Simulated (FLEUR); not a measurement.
# As (Cmce) in FLEUR: a series of runs, part 2 of 2

FLEUR MaX-R8.1 (later development tree). Earlier steps stand in the parts before.

**8. Band structure, PBEsol**

File inp.xml:

```xml
<?xml version="1.0" encoding="UTF-8" standalone="no"?>
<fleurInput fleurInputVersion="0.39">
   <comment>
      As                                                                                                  
   </comment>
   <calculationSetup>
      <cutoffs Kmax="4.52" Gmax="14.0" GmaxXC="14.0" numbands="0"/>
      <scfLoop itmax="60" minDistance="0.00001" maxIterBroyd="15" imix="Anderson" alpha="0.05" precondParam="0.0" spinf="2.0" sdNocoIR="T"/>
      <coreElectrons ctail="T" frcor="F" kcrel="0" coretail_lmax="0"/>
      <xcFunctional name="PBEs" relativisticCorrections="F"/>
      <magnetism jspins="1"/>
      <soc l_soc="F" theta="0.0" phi="0.0" spav="F"/>
      <expertModes spex="0" secvar="F"/>
      <geometryOptimization l_f="F" forcealpha="1.0" forcemix="BFGS" epsdisp="0.00001" epsforce="0.00001"/>
      <ldaU l_linMix="F" mixParam="0.05" spinf="1.0"/>
   </calculationSetup>
   <cell>
      <bzIntegration valenceElectrons="84.0" mode="hist" fermiSmearingEnergy="0.00183747">
         <kPointListSelection listName="default-1"/>
         <!-- k-points included here -->
         <xi:include xmlns:xi="http://www.w3.org/2001/XInclude" href="kpts.xml"> </xi:include>
      </bzIntegration>
      <!-- symmetry operations included here -->
      <xi:include xmlns:xi="http://www.w3.org/2001/XInclude" href="sym.xml"> </xi:include>
      <bulkLattice scale="1.0">
         <bravaisMatrix>
            <row-1>    3.4487501773949996   -10.3934936852999993     0.0000000000000000</row-1>
            <row-2>    3.4487501773949996    10.3934936852999993     0.0000000000000000</row-2>
            <row-3>    0.0000000000000000     0.0000000000000000     8.4470757769619986</row-3>
         </bravaisMatrix>
      </bulkLattice>
   </cell>
   <atomSpecies>
      <species name="Arsenic (As)" element="As" atomicNumber="33">
         <mtSphere radius="2.17" gridPoints="717" logIncrement="0.017"/>
         <atomicCutoffs lmax="9" lnonsphr="9"/>
         <electronConfig flipSpins="F">
            <coreConfig>(1s1/2) (2s1/2) (2p1/2) (2p3/2) (3s1/2)</coreConfig>
            <valenceConfig>(3p1/2) (3p3/2) (4s1/2) (3d3/2) (3d5/2) (4p1/2) (4p3/2)</valenceConfig>
            <stateOccupation state="(4p1/2)" spinUp="0.500000" spinDown="0.500000"/>
            <stateOccupation state="(4p3/2)" spinUp="1.000000" spinDown="1.000000"/>
         </electronConfig>
         <energyParameters s="4" p="4" d="3" f="4"/>
         <lo type="SCLO" l="1" n="3" eDeriv="0"/>
         <lo type="SCLO" l="1" n="3" eDeriv="1"/>
         <lo type="HELO" l="2" n="4" eDeriv="0"/>
         <lo type="HELO" l="2" n="4" eDeriv="1"/>
         <lo type="SCLO" l="0" n="4" eDeriv="2"/>
         <lo type="SCLO" l="3" n="4" eDeriv="2"/>
      </species>
   </atomSpecies>
   <atomGroups>
      <atomGroup species="Arsenic (As)">
         <relPos label="                   1">.3900000000 -.3900000000 -11.000/25.000</relPos>
         <relPos label="                   2">-.1100000000 .1100000000 -.0600000000</relPos>
         <relPos label="                   3">-.3900000000 .3900000000 11.000/25.000</relPos>
         <relPos label="                   4">.1100000000 -.1100000000 .0600000000</relPos>
         <force calculate="T" relaxXYZ="TTT"/>
      </atomGroup>
   </atomGroups>
   <output dos="F" band="F" slice="F">
      <checks vchk="F" cdinf="F"/>
      <bandDOS minEnergy="-.5*Htr" maxEnergy="0.5*Htr" sigma="0.015" storeEVData="T"/>
      <vacuumDOS vacdos="F" integ="F" star="F" nstars="0" locx1="0.0" locy1="0.0" locx2="0.0" locy2="0.0" nstm="0" tworkf="0.0"/>
      <unfoldingBand unfoldBand="F" supercellX="1" supercellY="1" supercellZ="1"/>
      <plotting iplot="0" polar="F">
         <plot TwoD="T" vec1="  1.0  0.0  0.0" vec2="  0.0  1.0  0.0" vec3="  0.0  0.0  1.0" zero="  0.0  0.0  0.0" file="plot"/>
      </plotting>
      <chargeDensitySlicing numkpt="0" minEigenval="0.0" maxEigenval="0.0" nnne="0" pallst="F"/>
      <specialOutput eonly="F"/>
      <moessbauerParams electricFieldGradient="T" isomerShift="T" coreHyperfine="T" valenceHyperfine="T"/>
      <magneticCircularDichroism mcd="F" energyLo="-10.0" energyUp="0.0"/>
   </output>
  <!-- We include the file relax.xml here to enable relaxations (see documentation) -->
  <xi:include xmlns:xi="http://www.w3.org/2001/XInclude" href="relax.xml"> <xi:fallback/> </xi:include>
</fleurInput>
```

File crystal.txt:

```
As
&input cartesian=F /
1.8250000000  -5.5000000000  0.0000000000
1.8250000000  5.5000000000  0.0000000000
0.0000000000  0.0000000000  4.4700000000
1.8897261246
1.0 1.0 1.0

4
33 0.3900000000  0.6100000000  0.5600000000
33 0.8900000000  0.1100000000  0.9400000000
33 0.6100000000  0.3900000000  0.4400000000
33 0.1100000000  0.8900000000  0.0600000000

&kpt div1=8 div2=8 div3=6 gamma=T /
```

File inp.xml (bands):

```
<?xml version="1.0" encoding="UTF-8" standalone="no"?>
<fleurInput fleurInputVersion="0.39">
   <comment>
      As                                                                                                  
   </comment>
   <calculationSetup>
      <cutoffs Kmax="4.52" Gmax="14.0" GmaxXC="14.0" numbands="0"/>
      <scfLoop itmax="60" minDistance="0.00001" maxIterBroyd="15" imix="Anderson" alpha="0.05" precondParam="0.0" spinf="2.0" sdNocoIR="T"/>
      <coreElectrons ctail="T" frcor="F" kcrel="0" coretail_lmax="0"/>
      <xcFunctional name="PBEs" relativisticCorrections="F"/>
      <magnetism jspins="1"/>
      <soc l_soc="F" theta="0.0" phi="0.0" spav="F"/>
      <expertModes spex="0" secvar="F"/>
      <geometryOptimization l_f="F" forcealpha="1.0" forcemix="BFGS" epsdisp="0.00001" epsforce="0.00001"/>
      <ldaU l_linMix="F" mixParam="0.05" spinf="1.0"/>
   </calculationSetup>
   <cell>
      <bzIntegration valenceElectrons="84.0" mode="hist" fermiSmearingEnergy="0.00183747">
         <kPointListSelection listName="path-1"/>
         <!-- k-points included here -->
         <xi:include xmlns:xi="http://www.w3.org/2001/XInclude" href="kpts.xml"> </xi:include>
      </bzIntegration>
      <!-- symmetry operations included here -->
      <xi:include xmlns:xi="http://www.w3.org/2001/XInclude" href="sym.xml"> </xi:include>
      <bulkLattice scale="1.0">
         <bravaisMatrix>
            <row-1>    3.4487501773949996   -10.3934936852999993     0.0000000000000000</row-1>
            <row-2>    3.4487501773949996    10.3934936852999993     0.0000000000000000</row-2>
            <row-3>    0.0000000000000000     0.0000000000000000     8.4470757769619986</row-3>
         </bravaisMatrix>
      </bulkLattice>
   </cell>
   <atomSpecies>
      <species name="Arsenic (As)" element="As" atomicNumber="33">
         <mtSphere radius="2.17" gridPoints="717" logIncrement="0.017"/>
         <atomicCutoffs lmax="9" lnonsphr="9"/>
         <electronConfig flipSpins="F">
            <coreConfig>(1s1/2) (2s1/2) (2p1/2) (2p3/2) (3s1/2)</coreConfig>
            <valenceConfig>(3p1/2) (3p3/2) (4s1/2) (3d3/2) (3d5/2) (4p1/2) (4p3/2)</valenceConfig>
            <stateOccupation state="(4p1/2)" spinUp="0.500000" spinDown="0.500000"/>
            <stateOccupation state="(4p3/2)" spinUp="1.000000" spinDown="1.000000"/>
         </electronConfig>
         <energyParameters s="4" p="4" d="3" f="4"/>
         <lo type="SCLO" l="1" n="3" eDeriv="0"/>
         <lo type="SCLO" l="1" n="3" eDeriv="1"/>
         <lo type="HELO" l="2" n="4" eDeriv="0"/>
         <lo type="HELO" l="2" n="4" eDeriv="1"/>
         <lo type="SCLO" l="0" n="4" eDeriv="2"/>
         <lo type="SCLO" l="3" n="4" eDeriv="2"/>
      </species>
   </atomSpecies>
   <atomGroups>
      <atomGroup species="Arsenic (As)">
         <relPos label="                   1">.3900000000 -.3900000000 -11.000/25.000</relPos>
         <relPos label="                   2">-.1100000000 .1100000000 -.0600000000</relPos>
         <relPos label="                   3">-.3900000000 .3900000000 11.000/25.000</relPos>
         <relPos label="                   4">.1100000000 -.1100000000 .0600000000</relPos>
         <force calculate="T" relaxXYZ="TTT"/>
      </atomGroup>
   </atomGroups>
   <output dos="F" band="T" slice="F">
      <checks vchk="F" cdinf="F"/>
      <bandDOS minEnergy="-.5*Htr" maxEnergy="0.5*Htr" sigma="0.015" storeEVData="T"/>
      <vacuumDOS vacdos="F" integ="F" star="F" nstars="0" locx1="0.0" locy1="0.0" locx2="0.0" locy2="0.0" nstm="0" tworkf="0.0"/>
      <unfoldingBand unfoldBand="F" supercellX="1" supercellY="1" supercellZ="1"/>
      <plotting iplot="0" polar="F">
         <plot TwoD="T" vec1="  1.0  0.0  0.0" vec2="  0.0  1.0  0.0" vec3="  0.0  0.0  1.0" zero="  0.0  0.0  0.0" file="plot"/>
      </plotting>
      <chargeDensitySlicing numkpt="0" minEigenval="0.0" maxEigenval="0.0" nnne="0" pallst="F"/>
      <specialOutput eonly="F"/>
      <moessbauerParams electricFieldGradient="T" isomerShift="T" coreHyperfine="T" valenceHyperfine="T"/>
      <magneticCircularDichroism mcd="F" energyLo="-10.0" energyUp="0.0"/>
   </output>
  <!-- We include the file relax.xml here to enable relaxations (see documentation) -->
  <xi:include xmlns:xi="http://www.w3.org/2001/XInclude" href="relax.xml"> <xi:fallback/> </xi:include>
</fleurInput>
```

Potentials or basis: all-electron, FLAPW.

Launch:

```console
$ inpgen -f crystal.txt -profile fastHighL
$ # inp.xml edited to the form shown
$ mpirun -n 4 fleur_MPI -pe_per_kpt 1
$ mpirun -n 4 fleur_MPI -pe_per_kpt 1   # second run, on inp.xml (bands)
```

Output:

```text
Welcome to FLEUR        (www.flapw.de)
      MaX-Release 8.1          (www.max-centre.eu)

 ========== k-point set info ==========
 Selected k-point list: default-1
 k-point list type: mesh
 8 x 8 x 6
 Number of k points: 84

 ------------Calculation Setup---------------------------
 Number of MPI-tasks      :            4
 Number of PE/node        :            4
 Number of OMP-threads    :            1
 Using exactly            1  PE per kpt
 Using exactly            1  PE per kpt
 k-points in parallel     :            4
 pe's per k-point         :            1
 No of k-point loops      :           21
 Using exactly            1  PE per kpt
 Using exactly            1  PE per kpt
 Eigenvalue solver        :       lapack
 Number of basis functions:         1140
 Approximate size of matrices (H+S) per k-point:         0.019 GB
 --------------------------------------------------------
 Iteration:     1   Distance:       5.48819974 me/bohr^3
 Iteration:     2   Distance:       5.15182166 me/bohr^3
 Iteration:     3   Distance:       1.92793145 me/bohr^3
 Iteration:     4   Distance:       0.54061402 me/bohr^3
 Iteration:     5   Distance:       0.50003894 me/bohr^3
 Iteration:     6   Distance:       0.08655866 me/bohr^3
 Iteration:     7   Distance:       0.03873721 me/bohr^3
 Iteration:     8   Distance:       0.02189719 me/bohr^3
 Iteration:     9   Distance:       0.00467204 me/bohr^3
 Iteration:    10   Distance:       0.00296444 me/bohr^3
 Iteration:    11   Distance:       0.00050981 me/bohr^3
 Iteration:    12   Distance:       0.00006783 me/bohr^3
 Iteration:    13   Distance:       0.00005769 me/bohr^3
 Iteration:    14   Distance:       0.00000395 me/bohr^3

 ********************************************************************
 Run finished successfully
 Stop message:
   all done
 ********************************************************************
```

It took 3.2 min on 4 MPI ranks of Arm Neoverse V1, shared host.

What came out:

| Quantity | Value |
| --- | --- |
| Free energy | -245936.1691 eV |
| Band gap along the path | none (metal or under the smearing width) |
| Valence electrons inside the program's atomic spheres | As 18.79 (radii As 2.17 bohr) |

Levels at the corners of the path, in eV from the Fermi level:
```
point  band 39  band 40  band 41  band 42  band 43  band 44  band 45  band 46
    Γ    -2.99    -2.22    -1.83    -1.04     1.97     2.02     2.52     3.42
    X    -2.73    -2.69    -2.25    -1.93     0.59     0.69     0.70     1.89
    S    -2.50    -2.50    -2.35    -2.35     0.84     0.84     1.03     1.03
    R    -4.63    -4.63    -1.80    -1.80     1.98     1.98     4.64     4.64
    A    -3.96    -3.96    -1.88    -1.88     2.27     2.27     4.51     4.51
    Z    -1.94    -1.94    -0.59    -0.59     1.04     1.04     2.09     2.09
    Γ    -2.99    -2.22    -1.83    -1.04     1.97     2.02     2.52     3.42
    Y    -3.36    -1.66    -1.22    -0.36     0.15     1.95     2.41     3.05
   X1    -2.73    -2.69    -2.25    -1.93     0.59     0.69     0.70     1.89
   A1    -3.96    -3.96    -1.88    -1.88     2.27     2.27     4.51     4.51
    T    -1.87    -1.87    -1.08    -1.08     1.47     1.47     1.77     1.77
    Y    -3.36    -1.66    -1.22    -0.36     0.15     1.95     2.41     3.05
    Z    -1.94    -1.94    -0.59    -0.59     1.04     1.04     2.09     2.09
    T    -1.87    -1.87    -1.08    -1.08     1.47     1.47     1.77     1.77
```

Core levels (eV from the Fermi level):
```csv
atom,levels
1 As,"1s1/2 -11702.1, 2s1/2 -1480.3, 2p1/2 -1322.5, 2p3/2 -1285.9, 3s1/2 -185.1"
2 As,"1s1/2 -11702.1, 2s1/2 -1480.3, 2p1/2 -1322.5, 2p3/2 -1285.9, 3s1/2 -185.1"
3 As,"1s1/2 -11702.1, 2s1/2 -1480.3, 2p1/2 -1322.5, 2p3/2 -1285.9, 3s1/2 -185.1"
4 As,"1s1/2 -11702.1, 2s1/2 -1480.3, 2p1/2 -1322.5, 2p3/2 -1285.9, 3s1/2 -185.1"
```
